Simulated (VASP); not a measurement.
# Lattice of GaAs, functional by functional, part 2 of 2

Which functional gives which lattice for GaAs? The starting structure is a measured crystal structure from the Crystallography Open Database.

VASP 6.6.1.

Results so far: PBEsol 22.67 Å³ an atom; LDA 22.04 Å³ an atom; PBE 23.73 Å³ an atom; PBEsol + D3(BJ) 22.01 Å³ an atom.

## (6) Relaxation with r2SCAN

Level of this step: r2SCAN; plane waves and PAW (As, Ga_d) (VASP).

r2SCAN adds the kinetic-energy density, costs more than a GGA and is run with LASPH.

Contents of INCAR:

```
SYSTEM = GaAs
PREC = Accurate
ENCUT = 450
EDIFF = 1E-06
NELM = 100
ISMEAR = 0
SIGMA = 0.03
LREAL = .FALSE.
ALGO = Normal
METAGGA = R2SCAN
LASPH = .TRUE.
NBANDS = 15
LORBIT = 11
LWAVE = .FALSE.
LCHARG = .FALSE.
KPAR = 2
IBRION = 2
NSW = 50
ISIF = 3
EDIFFG = -0.01
```

Contents of POSCAR:

```
GaAs
1.0
    0.0000000000      2.8268500000      2.8268500000
    2.8268500000      0.0000000000      2.8268500000
    2.8268500000      2.8268500000      0.0000000000
As Ga
1 1
Direct
    0.7500000000      0.7500000000      0.7500000000
    0.0000000000      0.0000000000      0.0000000000
```

Contents of KPOINTS:

```
Automatic mesh
0
Gamma
6 6 6
0 0 0
```

PAW data sets: As and Ga_d (PBE family, release 64).

On the command line:

```bash
mpirun -np 2 vasp_std
```

The log of the run:

```text
[banner, memory and clock lines left out]
running    2 mpi-ranks, on    1 nodes
[...]
[... a notice as in an earlier step ...]

 LDA part: xc-table for (None), standard interpolation
 POSCAR, INCAR and KPOINTS ok, starting setup
[...]
entering main loop
       N       E                     dE             d eps       ncg     rms          rms(c)
DAV:   1     0.610694330352E+02    0.61069E+02   -0.88293E+03   496   0.157E+03
DAV:   2    -0.227555861921E+02   -0.83825E+02   -0.80223E+02   550   0.310E+02
DAV:   3    -0.290138699462E+02   -0.62583E+01   -0.62365E+01   578   0.681E+01
DAV:   4    -0.291140787690E+02   -0.10021E+00   -0.10019E+00   571   0.984E+00
[...]
DAV:  10    -0.270349087991E+02   -0.11062E-04   -0.12643E-04   571   0.812E-02    0.226E-02
DAV:  11    -0.270349052506E+02    0.35484E-05   -0.16028E-05   585   0.291E-02    0.229E-03
DAV:  12    -0.270349046739E+02    0.57675E-06   -0.54046E-07   464   0.113E-02
   1 F= -.27034905E+02 E0= -.27034905E+02  d E =-.270349E+02
[...]
DAV:   8    -0.270351861298E+02   -0.20074E-05   -0.23801E-07   289   0.501E-03    0.282E-04
DAV:   9    -0.270351858545E+02    0.27537E-06   -0.37575E-08   303   0.212E-03
   2 F= -.27035186E+02 E0= -.27035186E+02  d E =-.281181E-03
 trial-energy change:   -0.000281  1 .order   -0.000387   -0.001697    0.000923
 step:   0.5891(harm=  0.6476)  dis= 0.00000  next Energy=   -27.035383 (dE=-0.478E-03)
[...]
N       E                     dE             d eps       ncg     rms          rms(c)
DAV:   1    -0.270383470573E+02   -0.31609E-02   -0.36973E-02   592   0.363E+00    0.320E-01
DAV:   2    -0.270360599987E+02    0.22871E-02   -0.35711E-03   592   0.136E+00    0.151E-01
DAV:   3    -0.270354577145E+02    0.60228E-03   -0.65750E-04   606   0.547E-01    0.314E-02
DAV:   4    -0.270353939205E+02    0.63794E-04   -0.90748E-05   581   0.145E-01    0.655E-03
DAV:   5    -0.270353911526E+02    0.27679E-05   -0.35040E-06   578   0.225E-02    0.543E-03
DAV:   6    -0.270353867348E+02    0.44178E-05   -0.13214E-06   310   0.159E-02    0.112E-03
DAV:   7    -0.270353872188E+02   -0.48402E-06   -0.20344E-07   303   0.575E-03
   3 F= -.27035387E+02 E0= -.27035387E+02  d E =-.482545E-03
[...]
reached required accuracy - stopping structural energy minimisation
```

It took 71 s on 2 MPI ranks of AMD EPYC 7R43, shared host; peak memory 0.26 GiB.

Parts of OUTCAR (step 6):

```text
  Total        0.0110014      0.0110014      0.0110014      0.0000000     -0.0000000     -0.0000000
  in kB        0.3876029      0.3876029      0.3876029      0.0000000     -0.0000000     -0.0000000
  external PRESSURE =       0.3876029 kB  Pullay stress =       0.0000000 kB

 POSITION                                       TOTAL-FORCE (eV/Angst)
 -----------------------------------------------------------------------------------
      4.24950      4.24950      4.24950        -0.000000     -0.000000     -0.000000
     -0.00000      0.00000      0.00000         0.000000      0.000000      0.000000
 -----------------------------------------------------------------------------------
    total drift:                                0.000013      0.000013      0.000013

  FREE ENERGIE OF THE ION-ELECTRON SYSTEM (eV)
  ---------------------------------------------------
  free  energy   TOTEN  =       -27.0353872188 eV

  energy  without entropy=      -27.0353872188  energy(sigma->0) =      -27.03538722

[... 2 parts as in an earlier step ...]

[... 2 further parts left out ...]
[key lines of the parts left out:]
E-fermi :   3.8195
```

With r2SCAN the relaxed cell holds 22.737 Å³ an atom, +0.65 % against the measured cell, with a = 5.666 Å. That is +0.31 % from PBEsol.

## (7) Relaxation with r2SCAN + rVV10

rVV10 adds a nonlocal correlation energy for dispersion.

INCAR, as its differences from that of step 6:

```diff
@@ -10,2 +10,6 @@
 METAGGA = R2SCAN
+LUSE_VDW = .TRUE.
+IVDW_NL = 2
+BPARAM = 11.95
+CPARAM = 0.0093
 LASPH = .TRUE.
```

POSCAR is that of step 6.

KPOINTS is that of step 6.

On the command line:

```bash
mpirun -np 2 vasp_std
```

The log of the run:

```text
[banner, memory and clock lines left out]
running    2 mpi-ranks, on    1 nodes
[...]
|                                                                             |
|               ----> ADVICE to this user running VASP <----                  |
|                                                                             |
|     You have switched on vdW-DFT.                                           |
|     This routine was written and supplied by Jiri Klimes. We recommend      |
|     that you carefully read and cite the following publications:            |
|       J. Klimes, D.R. Bowler, A. Michelides                                 |
|          J. Phys.: Cond Matt. 22 022201 (2010)                              |
|       J. Klimes, D.R. Bowler, A. Michelides                                 |
|          Phys. Rev. B. 83, 195131 (2011)                                    |
|     and references therein.                                                 |
|                                                                             |

[...]
DAV:   1    -0.264835197025E+02   -0.13774E-03   -0.14877E-03   592   0.738E-01    0.642E-02
Total rVV10 correction in eV:      0.5502241    21.2593008
Total rVV10 correction in eV:      0.5502241    21.2593008
DAV:   2    -0.264834212697E+02    0.98433E-04   -0.14192E-04   599   0.269E-01    0.303E-02
Total rVV10 correction in eV:      0.5503015    21.2593008
Total rVV10 correction in eV:      0.5503015    21.2593008
DAV:   3    -0.264833929947E+02    0.28275E-04   -0.26747E-05   599   0.111E-01    0.623E-03
Total rVV10 correction in eV:      0.5503211    21.2593008
Total rVV10 correction in eV:      0.5503211    21.2593008
DAV:   4    -0.264833911144E+02    0.18803E-05   -0.36268E-06   536   0.297E-02    0.135E-03
Total rVV10 correction in eV:      0.5503215    21.2593008
Total rVV10 correction in eV:      0.5503215    21.2593008
DAV:   5    -0.264833916007E+02   -0.48634E-06   -0.13347E-07   275   0.490E-03
Total rVV10 correction in eV:      0.5503244    21.2593008
Total rVV10 correction in eV:      0.5503244    21.2593008
Total rVV10 correction in eV:      0.5503241    21.2593008
Total rVV10 correction in eV:      0.5503241    21.2593008
   3 F= -.26483392E+02 E0= -.26483392E+02  d E =-.769456E-04
[...]
reached required accuracy - stopping structural energy minimisation
```

Run time: 2.1 min. Hardware: 2 MPI ranks; peak memory 0.45 GiB; 4.3 min of CPU time.

From OUTCAR (step 7):

```text
  Total       -0.0058517     -0.0058517     -0.0058517     -0.0000000      0.0000000      0.0000000
  in kB       -0.2080809     -0.2080809     -0.2080809     -0.0000000      0.0000000      0.0000000
  external PRESSURE =      -0.2080809 kB  Pullay stress =       0.0000000 kB

 POSITION                                       TOTAL-FORCE (eV/Angst)
 -----------------------------------------------------------------------------------
      4.23643      4.23643      4.23643         0.000000     -0.000000      0.000000
      0.00000      0.00000      0.00000        -0.000000      0.000000     -0.000000
 -----------------------------------------------------------------------------------
    total drift:                                0.000012      0.000012      0.000012

  FREE ENERGIE OF THE ION-ELECTRON SYSTEM (eV)
  ---------------------------------------------------
  free  energy   TOTEN  =       -26.4833916007 eV

  energy  without entropy=      -26.4833916007  energy(sigma->0) =      -26.48339160

[... 2 parts as in an earlier step ...]

[... 2 further parts left out ...]
[key lines of the parts left out:]
E-fermi :   3.9041
```

With r2SCAN + rVV10 the relaxed cell holds 22.528 Å³ an atom, -0.27 % against the measured cell, with a = 5.649 Å. That is -0.61 % from PBEsol.

## (8) Relaxation with optB86b-vdW

optB86b-vdW pairs nonlocal correlation with a less repulsive exchange of B86b form.

INCAR, as its differences from that of step 7:

```diff
@@ -9,7 +9,7 @@
 ALGO = Normal
-METAGGA = R2SCAN
+GGA = MK
+AGGAC = 0
 LUSE_VDW = .TRUE.
-IVDW_NL = 2
-BPARAM = 11.95
-CPARAM = 0.0093
+PARAM1 = 0.1234
+PARAM2 = 1
 LASPH = .TRUE.
```

POSCAR is that of step 7.

KPOINTS is that of step 7.

On the command line:

```bash
mpirun -np 2 vasp_std
```

The log of the run:

```text
[banner, memory and clock lines left out]
running    2 mpi-ranks, on    1 nodes
[...]
[... a notice as in an earlier step ...]

 [... a notice as in an earlier step ...]

 LDA part: xc-table for (Slater+PW92), standard interpolation
 POSCAR, INCAR and KPOINTS ok, starting setup
[...]
entering main loop
       N       E                     dE             d eps       ncg     rms          rms(c)
DAV:   1     0.844760370962E+02    0.84476E+02   -0.85927E+03   496   0.152E+03
DAV:   2     0.260740982528E+01   -0.81869E+02   -0.78373E+02   550   0.302E+02
DAV:   3    -0.348520345140E+01   -0.60926E+01   -0.60702E+01   578   0.663E+01
DAV:   4    -0.358436795241E+01   -0.99165E-01   -0.99149E-01   571   0.963E+00
[...]
DAV:  10    -0.341201472754E+01   -0.49259E-04   -0.62320E-05   644   0.882E-02    0.274E-02
DAV:  11    -0.341204933150E+01   -0.34604E-04   -0.42983E-05   508   0.589E-02    0.212E-03
DAV:  12    -0.341204953725E+01   -0.20575E-06   -0.94324E-07   527   0.162E-02
   1 F= -.34120495E+01 E0= -.34120495E+01  d E =-.341205E+01
[... from here on, the cycles between the ionic steps are left out ...]
   2 F= -.34177941E+01 E0= -.34177938E+01  d E =-.574455E-02
   3 F= -.34190659E+01 E0= -.34190659E+01  d E =-.701634E-02
   4 F= -.34190550E+01 E0= -.34190550E+01  d E =-.700551E-02
   5 F= -.34190634E+01 E0= -.34190634E+01  d E =-.701383E-02
[...]
reached required accuracy - stopping structural energy minimisation
```

Run time: 2 min. Hardware: 2 MPI ranks; peak memory 0.56 GiB; 3.9 min of CPU time.

Parts of OUTCAR (step 8):

```text
  Total        0.0098979      0.0098979      0.0098979     -0.0000000      0.0000000      0.0000000
  in kB        0.3415707      0.3415707      0.3415707     -0.0000000      0.0000000      0.0000000
  external PRESSURE =       0.3415707 kB  Pullay stress =       0.0000000 kB

 POSITION                                       TOTAL-FORCE (eV/Angst)
 -----------------------------------------------------------------------------------
      4.27897      4.27897      4.27897         0.000000     -0.000000      0.000000
      0.00000      0.00000     -0.00000        -0.000000      0.000000     -0.000000
 -----------------------------------------------------------------------------------
    total drift:                               -0.000001     -0.000001     -0.000001

  FREE ENERGIE OF THE ION-ELECTRON SYSTEM (eV)
  ---------------------------------------------------
  free  energy   TOTEN  =        -3.4190633696 eV

  energy  without entropy=       -3.4190633695  energy(sigma->0) =       -3.41906337

[... 2 parts as in an earlier step ...]

[... 2 further parts left out ...]
[key lines of the parts left out:]
E-fermi :   3.7240
```

With optB86b-vdW the relaxed cell holds 23.214 Å³ an atom, +2.76 % against the measured cell, with a = 5.705 Å. That is +2.41 % from PBEsol.

## (9) Relaxation with SCAN

SCAN adds the kinetic-energy density; it is numerically more delicate than r2SCAN.

INCAR, as its differences from that of step 8:

```diff
@@ -9,7 +9,3 @@
 ALGO = Normal
-GGA = MK
-AGGAC = 0
-LUSE_VDW = .TRUE.
-PARAM1 = 0.1234
-PARAM2 = 1
+METAGGA = SCAN
 LASPH = .TRUE.
```

POSCAR is that of step 8.

KPOINTS is that of step 8.

On the command line:

```bash
mpirun -np 2 vasp_std
```

The log of the run:

```text
[... set-up lines as in an earlier step ...]
 entering main loop
       N       E                     dE             d eps       ncg     rms          rms(c)
DAV:   1     0.512711571276E+02    0.51271E+02   -0.88319E+03   496   0.157E+03
DAV:   2    -0.328994458237E+02   -0.84171E+02   -0.80572E+02   550   0.310E+02
DAV:   3    -0.391863434872E+02   -0.62869E+01   -0.62639E+01   578   0.683E+01
DAV:   4    -0.392888064930E+02   -0.10246E+00   -0.10245E+00   571   0.995E+00
[...]
DAV:  14    -0.372739585081E+02   -0.42012E-05   -0.76353E-07   317   0.110E-02    0.105E-03
DAV:  15    -0.372739602641E+02   -0.17559E-05   -0.16011E-07   275   0.660E-03    0.510E-04
DAV:  16    -0.372739602023E+02    0.61740E-07   -0.23883E-08   303   0.210E-03
   1 F= -.37273960E+02 E0= -.37273960E+02  d E =-.372740E+02
[...]
N       E                     dE             d eps       ncg     rms          rms(c)
DAV:   1    -0.372860336905E+02   -0.12073E-01   -0.15241E-01   613   0.748E+00    0.637E-01
[...]
2 F= -.37273647E+02 E0= -.37273647E+02  d E =0.313489E-03
 trial-energy change:    0.000313  1 .order   -0.000181   -0.001142    0.000780
 step:   0.5944(harm=  0.5944)  dis= 0.00000  next Energy=   -37.274300 (dE=-0.340E-03)
[...]
N       E                     dE             d eps       ncg     rms          rms(c)
DAV:   1    -0.372757564375E+02   -0.21089E-02   -0.24835E-02   606   0.297E+00    0.260E-01
DAV:   2    -0.372744865696E+02    0.12699E-02   -0.26724E-03   592   0.114E+00    0.122E-01
DAV:   3    -0.372741574993E+02    0.32907E-03   -0.38546E-04   599   0.400E-01    0.274E-02
DAV:   4    -0.372740791008E+02    0.78399E-04   -0.56028E-05   508   0.949E-02    0.649E-03
DAV:   5    -0.372740268980E+02    0.52203E-04   -0.32203E-06   593   0.235E-02    0.233E-03
DAV:   6    -0.372740095854E+02    0.17313E-04   -0.22193E-07   282   0.547E-03    0.786E-04
DAV:   7    -0.372740055834E+02    0.40020E-05   -0.45332E-08   261   0.209E-03    0.166E-04
DAV:   8    -0.372740037209E+02    0.18625E-05   -0.10634E-08   261   0.153E-03    0.787E-05
DAV:   9    -0.372740038026E+02   -0.81741E-07   -0.36643E-09   261   0.852E-04
   3 F= -.37274004E+02 E0= -.37274004E+02  d E =-.436003E-04
[...]
reached required accuracy - stopping structural energy minimisation
```

Wall time 93 s (2 MPI ranks); peak memory 0.27 GiB; 3.1 min of CPU time.

From OUTCAR (step 9):

```text
  Total        0.0030596      0.0030596      0.0030596      0.0000000      0.0000000     -0.0000000
  in kB        0.1079166      0.1079166      0.1079166      0.0000000      0.0000000     -0.0000000
  external PRESSURE =       0.1079166 kB  Pullay stress =       0.0000000 kB

 POSITION                                       TOTAL-FORCE (eV/Angst)
 -----------------------------------------------------------------------------------
      4.24791      4.24791      4.24791        -0.000000     -0.000000     -0.000000
     -0.00000      0.00000      0.00000         0.000000      0.000000      0.000000
 -----------------------------------------------------------------------------------
    total drift:                               -0.000157     -0.000157     -0.000157

  FREE ENERGIE OF THE ION-ELECTRON SYSTEM (eV)
  ---------------------------------------------------
  free  energy   TOTEN  =       -37.2740038026 eV

  energy  without entropy=      -37.2740038026  energy(sigma->0) =      -37.27400380

[... 2 parts as in an earlier step ...]

[... 2 further parts left out ...]
[key lines of the parts left out:]
E-fermi :   3.8028
```

With SCAN the relaxed cell holds 22.712 Å³ an atom, +0.54 % against the measured cell, with a = 5.664 Å. That is +0.20 % from PBEsol.

## (10) Comparison

```tsv
level	volume (Å³/atom)	against the measured cell (%)	a (Å)	pressure left (GPa)	core minutes
PBEsol	22.667	0.34	5.6601	0.04	0.447
LDA	22.038	-2.44	5.6073	0.03	0.56
PBE	23.727	5.03	5.747	-0.01	0.707
PBEsol + D3(BJ)	22.015	-2.54	5.6053	0.02	0.627
r2SCAN	22.737	0.65	5.666	0.04	2.37
r2SCAN + rVV10	22.528	-0.27	5.6486	-0.02	4.3
optB86b-vdW	23.214	2.76	5.7053	0.03	3.93
SCAN	22.712	0.54	5.6639	0.01	3.1
```

Core minutes are wall time times ranks, summed over the relaxations behind a row (those for a bulk modulus apart), on shared hosts.

## (11) Summary of results

| Property | Result |
| --- | --- |
| volume, PBEsol | 22.67 Å³/atom |
| volume, LDA | 22.04 Å³/atom |
| volume, PBE | 23.73 Å³/atom |
| volume, PBEsol + D3(BJ) | 22.01 Å³/atom |
| volume, r2SCAN | 22.74 Å³/atom |
| volume, r2SCAN + rVV10 | 22.53 Å³/atom |
| volume, optB86b-vdW | 23.21 Å³/atom |
| volume, SCAN | 22.71 Å³/atom |

Across 8 levels the volume of GaAs spans 7.8 %, from 22.01 Å³ an atom (PBEsol + D3(BJ)) to 23.73 Å³ (PBE). Against the measured volume of the starting structure, r2SCAN + rVV10 comes nearest (-0.3 %) and PBE lies farthest (+5.0 %). The measured cell holds zero-point expansion and, unless it was taken cold, thermal expansion, which the runs lack, so small differences decide nothing. Adding D3(BJ) to PBEsol changes the volume by -2.9 %. Adding rVV10 to r2SCAN changes the volume by -0.9 %. LASPH is on in some of these runs and off in others, which adds a little to the differences. All runs keep the symmetry of the start, so they can't find a distortion of lower symmetry. Further runs on this material are not shown.

[Lines on the potential files, build, host, timing and source positions are cut from VASP's logs without a mark.]

[Logs are printed without paths, hosts, clocks, repeated set-up lines and the standing remarks that a program may print on its own settings, such as how far it seeks lower states.]

[Hosts, paths, dates, database ids (printed as entryN), source tags and the programs' standing remarks are cut or masked in the printed files.]
